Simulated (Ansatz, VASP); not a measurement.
## C: VASP beside Ansatz

```xyz
4
Lattice="-2.0616 2.0616 2.0616 2.0616 -2.0616 2.0616 2.0616 2.0616 -2.0616" Properties=species:S:1:pos:R:3 pbc="T T T"
C     1.5462    1.5462    1.5462
C     0.5154    2.5770   -0.5154
C     2.5770   -0.5154    0.5154
C    -0.5154    0.5154    2.5770
```

Alike in both runs: functional PBE; k mesh 16 × 16 × 16; occupations gaussian, width 0.1 eV; no spin polarisation.

Ansatz relaxed the structure, and its values are those at the end. VASP's run is a single point on that final structure, the one shown.

|  | VASP | Ansatz |
| --- | --- | --- |
| version | VASP 6.6.1 | Ansatz 0.2.0 |
| potentials or method | VASP PAW PBE potentials, release 64 (C) | scalar-relativistic, plane waves, PAW |
| plane-wave cutoff (eV) | 520 | 420 |
| valence electrons in the cell | 16 | 16 |

Ansatz gave:

* gap on the k mesh at the Fermi level (eV): none
* pressure (GPa): 0.0

**Question.** Which values does VASP return?

**Answer.** gap on the k mesh at the Fermi level (eV): none; pressure (GPa): 0.3.

A gap of «none» marks a metal or a gap that the smearing closes.
